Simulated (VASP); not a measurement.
# Settings for W: nudged elastic band

W, defect, 15 atoms in the cell. PBE, nudged elastic band; PAW potentials W_sv (PBE set). VASP 6.6.1.

Wanted: barrier within 0.02 eV.

Path: a W atom hops into a neighbouring W vacancy.

The series start from Moving images: 3; Force threshold EDIFFG (eV/Å): -0.05; Optimiser of the band: quasi-Newton, POTIM 0.3; Spring constant SPRING: -5; First guess of the path: IDPP. Each series keeps the choices made before it, and each single choice may use up half of a tolerance. Times cover all steps of a run.

## Moving images

| Moving images | Barrier (eV) | Time (s) |
|---|---|---|
| 1 | 1.509 | 188 |
| 3 (reference) | 1.514 | 255 |

Chosen: 1, the loosest value from which every tighter one stays within half of the tolerance.

## Force threshold EDIFFG (eV/Å)

| Force threshold EDIFFG (eV/Å) | Barrier (eV) | Time (s) |
|---|---|---|
| -0.3 | 1.519 | 150 |
| -0.1 | 1.511 | 171 |
| -0.05 | 1.509 | 188 |
| -0.02 (reference) | 1.508 | 225 |

Chosen: -0.1.

## Optimiser of the band

| Optimiser of the band | Barrier (eV) | Time (s) |
|---|---|---|
| quasi-Newton, POTIM 0.3 | 1.511 | 171 |
| quasi-Newton, POTIM 0.5 | 1.512 | 156 |
| quasi-Newton, POTIM 0.3, 2 steps kept | 1.510 | 190 |
| velocity quench, POTIM 0.1 | 1.510 | 175 |
| damped dynamics, POTIM 0.2, SMASS 0.8 | 1.510 | 229 |
| damped dynamics, POTIM 0.1, SMASS 2 (steepest descent) | 1.513 | 408 |

Chosen: quasi-Newton, POTIM 0.5; it saves 15.3 s of 171, so quasi-Newton, POTIM 0.3 would do nearly as well.

## Spring constant SPRING

| Spring constant SPRING | Barrier (eV) | Time (s) |
|---|---|---|
| -5 | 1.512 | 156 |
| -1 | 1.512 | 162 |
| -15 | 1.512 | 161 |
| 0 | 1.512 | 165 |

Chosen: -5; no other choice that stays within half of the tolerance saves 30 % of the time.

## First guess of the path

| First guess of the path | Barrier (eV) | Time (s) |
|---|---|---|
| IDPP | 1.512 | 156 |
| linear | 1.512 | 161 |

Chosen: IDPP.

## All choices together

| Input | Barrier (eV) | Time (s) |
|---|---|---|
| conjugate gradient (naive) | 1.514 | 275 |
| chosen settings | 1.512 | 156 |
| reference settings throughout | 1.514 | 297 |

The tolerance is met.

## The input

INCAR.step1:
```
SYSTEM = W
PREC     = Normal         ! precision mode
ENCUT    = 250            ! plane-wave cutoff, eV
EDIFF    = 1E-6           ! SCF threshold, eV
ISMEAR   = 1              ! smearing method
SIGMA    = 0.1            ! smearing width, eV
LREAL    = .False.        ! projectors in reciprocal space
LASPH    = .True.         ! aspherical terms in the spheres
NELM     = 100            ! most SCF steps
ALGO     = Normal         ! electronic algorithm
LWAVE    = .False.        ! write WAVECAR
LCHARG   = .False.        ! write CHGCAR
IBRION   = 2              ! ionic algorithm
NSW      = 100            ! ionic steps
ISIF     = 2              ! what is computed and relaxed
EDIFFG   = -0.02          ! ionic threshold
POTIM    = 0.5            ! step
KPAR     = 6             
```

INCAR.step3, as INCAR.step1 but for:
```
- IBRION = 2
- ISIF = 2
- EDIFFG = -0.02
- KPAR = 6
+ IBRION = 1
+ EDIFFG = -0.1
+ SPRING = -5
+ IMAGES = 1
+ KPAR = 2
```

KPOINTS:
```
k-points
0
Gamma
  3 3 3
```

00/POSCAR:
```
W
1.0
    6.3293800000      0.0000000000      0.0000000000
    0.0000000000      6.3293800000      0.0000000000
    0.0000000000      0.0000000000      6.3293800000
W
15
Direct
    0.5000000000      1.0000000000      0.0000000000
    1.0000000000      0.5000000000      0.0000000000
    1.0000000000      1.0000000000      0.5000000000
    0.2474751238      0.2474751238      0.2474751238
    0.5000000000      0.5000000000      0.0000000000
    0.5000000000      1.0000000000      0.5000000000
    0.7525248762      0.2474751238      0.2474751238
    1.0000000000      0.5000000000      0.5000000000
    0.2474751238      0.7525248762      0.2474751238
    0.2474751238      0.2474751238      0.7525248762
    0.5000000000      0.5000000000      0.5000000000
    0.7525248762      0.7525248762      0.2474751238
    0.7525248762      0.2474751238      0.7525248762
    0.2474751238      0.7525248762      0.7525248762
    0.7525248762      0.7525248762      0.7525248762
```

01/POSCAR:
```
W
1.0
    6.3293800000      0.0000000000      0.0000000000
    0.0000000000      6.3293800000      0.0000000000
    0.0000000000      0.0000000000      6.3293800000
W
15
Direct
    0.5070708692      1.0095957975      0.0095957975
    1.0095957975      0.5070708692      0.0095957975
    1.0095957975      1.0095957975      0.5070708692
    0.1333333594      0.1333333594      0.1333333594
    0.5070708692      0.5070708692      0.0095957975
    0.5070708692      1.0095957975      0.5070708692
    0.7595957714      0.2570708953      0.2570708953
    1.0095957975      0.5070708692      0.5070708692
    0.2570708953      0.7595957714      0.2570708953
    0.2570708953      0.2570708953      0.7595957714
    0.5070708692      0.5070708692      0.5070708692
    0.7595957714      0.7595957714      0.2570708953
    0.7595957714      0.2570708953      0.7595957714
    0.2570708953      0.7595957714      0.7595957714
    0.7595957714      0.7595957714      0.7595957714
```

02/POSCAR:
```
W
1.0
    6.3293800000      0.0000000000      0.0000000000
    0.0000000000      6.3293800000      0.0000000000
    0.0000000000      0.0000000000      6.3293800000
W
15
Direct
    0.5141417384      1.0191915950      0.0191915950
    1.0191915950      0.5141417384      0.0191915950
    1.0191915950      1.0191915950      0.5141417384
    0.0191915950      0.0191915950      0.0191915950
    0.5141417384      0.5141417384      0.0191915950
    0.5141417384      1.0191915950      0.5141417384
    0.7666666667      0.2666666667      0.2666666667
    1.0191915950      0.5141417384      0.5141417384
    0.2666666667      0.7666666667      0.2666666667
    0.2666666667      0.2666666667      0.7666666667
    0.5141417384      0.5141417384      0.5141417384
    0.7666666667      0.7666666667      0.2666666667
    0.7666666667      0.2666666667      0.7666666667
    0.2666666667      0.7666666667      0.7666666667
    0.7666666667      0.7666666667      0.7666666667
```

POSCAR.step1:
```
W
1.0
    6.3293800000      0.0000000000      0.0000000000
    0.0000000000      6.3293800000      0.0000000000
    0.0000000000      0.0000000000      6.3293800000
W
15
Direct
    0.5000000000      0.0000000000      0.0000000000
    0.0000000000      0.5000000000      0.0000000000
    0.0000000000      0.0000000000      0.5000000000
    0.2500000000      0.2500000000      0.2500000000
    0.5000000000      0.5000000000      0.0000000000
    0.5000000000      0.0000000000      0.5000000000
    0.7500000000      0.2500000000      0.2500000000
    0.0000000000      0.5000000000      0.5000000000
    0.2500000000      0.7500000000      0.2500000000
    0.2500000000      0.2500000000      0.7500000000
    0.5000000000      0.5000000000      0.5000000000
    0.7500000000      0.7500000000      0.2500000000
    0.7500000000      0.2500000000      0.7500000000
    0.2500000000      0.7500000000      0.7500000000
    0.7500000000      0.7500000000      0.7500000000
```

POSCAR.step2:
```
W
1.0
    6.3293800000      0.0000000000      0.0000000000
    0.0000000000      6.3293800000      0.0000000000
    0.0000000000      0.0000000000      6.3293800000
W
15
Direct
    0.5000000000      0.0000000000      0.0000000000
    0.0000000000      0.5000000000      0.0000000000
    0.0000000000      0.0000000000      0.5000000000
    0.0000000000      0.0000000000      0.0000000000
    0.5000000000      0.5000000000      0.0000000000
    0.5000000000      0.0000000000      0.5000000000
    0.7500000000      0.2500000000      0.2500000000
    0.0000000000      0.5000000000      0.5000000000
    0.2500000000      0.7500000000      0.2500000000
    0.2500000000      0.2500000000      0.7500000000
    0.5000000000      0.5000000000      0.5000000000
    0.7500000000      0.7500000000      0.2500000000
    0.7500000000      0.2500000000      0.7500000000
    0.2500000000      0.7500000000      0.7500000000
    0.7500000000      0.7500000000      0.7500000000
```

Commands (each step's output is kept before the next begins):
```
cat potpaw_PBE.64/W_sv/POTCAR > POTCAR
cp INCAR.step1 INCAR
cp POSCAR.step1 POSCAR
mpirun -np 6 vasp_std > vasp.out
cp POSCAR.step2 POSCAR
mpirun -np 6 vasp_std > vasp.out
# 00 and 02 hold the relaxed ends, the second shifted as a whole so that the mean position stays; the images between are interpolated (pair-distance (IDPP))
cp INCAR.step3 INCAR
mpirun -np 2 vasp_std > vasp.out
```

The naive input happens to agree within the tolerance here, in 275 s.

Limits: the cell holds 15 atoms, so the vacancy or interstitial meets its own images and the barrier isn't that of a lone defect; the atom stays on the straight, symmetric line between the sites, so the barrier is an upper bound: a way around it wasn't tried; a single image in the middle can't show two humps with a dip between them, and says nothing of the springs.

The chosen input took VASP 6.6.1 156 s on 6 cores (Intel Xeon Platinum 8259CL @ 2.50GHz (Skylake/Cascade Lake)), a shared host.
